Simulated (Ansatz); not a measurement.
**Si: strong compression**

The task here is to estimate one member of a computed series from the others.

Computed with Ansatz 0.2.0 (DFT, PBE, PAW with Ansatz's default frozen-core files, scalar-relativistic, unless a step's input says otherwise).

1 further run of the same task is left out (for a known fault of the program).

## Starting point

Symmetry: Im-3m, No. 229, cubic system. The conventional cell has a = 3.175 Å, b = 3.175 Å, c = 3.175 Å, α = 90.00°, β = 90.00°, γ = 90.00°. Si (site symmetry m-3m) is surrounded by 8 Si at 2.75 Å.

Coordinates:

```cif
data_structure
_symmetry_space_group_name_H-M 'P 1'
_symmetry_Int_Tables_number 1
_cell_length_a 2.7495
_cell_length_b 2.7495
_cell_length_c 2.7495
_cell_angle_alpha 109.471
_cell_angle_beta 109.471
_cell_angle_gamma 109.471
_cell_volume 16.00
loop_
_atom_site_label
_atom_site_type_symbol
_atom_site_fract_x
_atom_site_fract_y
_atom_site_fract_z
_atom_site_occupancy
Si1 Si 0.00000 0.00000 0.00000 1
```

Whether this phase is the stable one at these pressures isn't tested.

Set-up of the first run:

Contents of input.yaml:

```yaml
crystal:
  lattice:
    - [-1.587401052, 1.587401052, 1.587401052]
    - [1.587401052, -1.587401052, 1.587401052]
    - [1.587401052, 1.587401052, -1.587401052]
  atoms:
    - { symbol: Si, position: [0.0, 0.0, 0.0] }
kpoints:
  mp_grid: { grid: [17, 17, 17] }
scf:
  occupations: { method: fermi_dirac, width: 0.05 }
hamiltonian:
  xc: pbe
  pseudopotentials: { kind: paw }
output:
  forces: true
  stress: true
relax:
  f_tol: 0.005
  max_steps: 40
  cell: {}
```

The run is started by

```console
ansatz run input.yaml --threads 1 --pin off --max-ram 2048MiB --backend cpu --events-out ev --progress --plain --runs-dir out
```

Steps of the session up to this table: Cell relaxed at zero pressure, PAW; Volume scaled by 1, PAW; Volume scaled by 0.95, PAW; Volume scaled by 0.85, PAW; Volume scaled by 0.75, PAW; Volume scaled by 0.65, PAW; Volume scaled by 0.55, PAW; Volume scaled by 0.45, PAW; Volume scaled by 0.4, PAW; Volume scaled by 0.4, PAW (partial_waves polarizable).

One table of the session follows, with a row left open; its other results are not shown here.

 The rows PAW, 0.4 and PAW (partial_waves polarizable), 0.4 agree to the last digit and may rest on the same set-up.

```
                         method  volume over the first  volume (Å³/atom)  pressure (GPa)
                            PAW                      1            14.643           -0.02
                            PAW                   0.95            13.910            5.38
                            PAW                   0.85            12.446           21.48
                            PAW                   0.75            10.982           49.42
                            PAW                   0.65             9.518           99.10
                            PAW                   0.55                 ?               ?
                            PAW                   0.45             6.589          390.37
                            PAW                    0.4             5.857          565.03
PAW (partial_waves polarizable)                    0.4             5.857          565.03
```

Q: Estimate the row for PAW, 0.55 from the others.

As computed: volume (Å³/atom): 8.053; pressure (GPa): 194.17. In the column «volume (Å³/atom)» it lies between PAW, 0.45 (6.589) and PAW, 0.65 (9.518).
